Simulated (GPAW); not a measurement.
Runs of GPAW 26.7.0 on MgO2. The structure is cubic, space group Pa-3 (No. 205). Conventional cell: a = 4.829 Å, b = 4.829 Å, c = 4.829 Å, α = 90.00°, β = 90.00°, γ = 90.00°. Mg (site symmetry -3) is surrounded by 6 O at 2.07 Å. O (site symmetry 3) has 1 O at 1.50 Å as nearest neighbours. The cell is a database's computed one.

```csv
task,level,potentials or basis,cell,k mesh,eigensolver,band path,band points,optimizer,fmax,gap on the mesh (eV),pressure (GPa),V0 of scaled cells (Å³/atom),relaxed volume (Å³/atom),B0 (GPa),largest force (eV/Å)
band structure,BLYP,"PAW data sets generated in the run's folder for this functional, pw",as given,4 × 4 × 4,davidson,"GXMGRX,MR",80,-,-,4.09,(a),-,-,-,0.40
equation of state,BLYP+D3(BJ),"PAW data sets generated in the run's folder for this functional, pw",as given,4 × 4 × 4,davidson,-,-,-,-,-,-,9.50,-,138,-
relaxation of cell and atoms,PBEsol+D3,"PAW data sets generated in the run's folder for this functional, pw",relaxed,4 × 4 × 4,-,-,-,BFGS,0.02 eV/Å,4.00,0.1,-,9.38,-,0.01
equation of state,LDA,"the program's PAW data sets (release 1.2.1) made for this functional, pw",as given,5 × 5 × 5,-,-,-,-,-,-,-,9.06,-,164,-
equation of state,PBEsol+D3(BJ),"PAW data sets generated in the run's folder for this functional, pw",as given,4 × 4 × 4,-,-,-,-,-,-,-,9.28,-,155,-
equation of state,LDA,"JTH PAW 2.0, LDA, pw",as given,4 × 4 × 4,-,-,-,-,-,-,-,9.06,-,163,-
band structure,r2SCAN,"GPAW PAW data sets (gpaw-data 1.2.1), pw",as given,5 × 5 × 5,-,"GXMGRX,MR",100,-,-,4.68,(c),-,-,-,0.17
relaxation of cell and atoms,PBEsol+D3(BJ)+ATM,"PAW data sets generated in the run's folder for this functional, pw",relaxed,4 × 4 × 4,-,-,-,BFGS,0.02 eV/Å,4.02,-0.1,-,9.33,-,0.02
band structure,SCAN,"GPAW PAW data sets (gpaw-data 1.2.1), pw",as given,4 × 4 × 4,-,"GXMGRX,MR",80,-,-,4.67,-0.2,-,-,-,0.13
equation of state,PBEsol,"PAW data sets generated in the run's folder for this functional, pw",as given,4 × 4 × 4,-,-,-,-,-,-,-,9.45,-,150,-
single point,PBEsol,"PAW data sets generated in the run's folder for this functional, pw",as given,6 × 6 × 6,-,-,-,-,-,3.89,0.9,-,-,-,(b)
band structure,LDA,"JTH PAW 2.0, LDA, pw",as given,4 × 4 × 4,-,"GXMGRX,MR",100,-,-,3.76,-6.0,-,-,-,0.62
```

Alike in all rows: no spin polarisation; cutoff (eV) 800; smearing fermi-dirac 0.05 eV.

**Question.** Fill in the values left out.

**Answer.** (a) 8.6; (b) 0.37; (c) 0.7.

Caveats: the cell was scaled at fixed shape and fractional positions, which overstates the stiffness of a crystal with free parameters, most of all of layers and chains (some runs); later steps reuse the first step's grids (some runs); the program truncates these outside data sets (some runs); the PAW data sets were made with another functional, which shifts forces and pressure a little (some runs).

A k mesh can miss the band edges.

Not every run made on this cell is shown here.
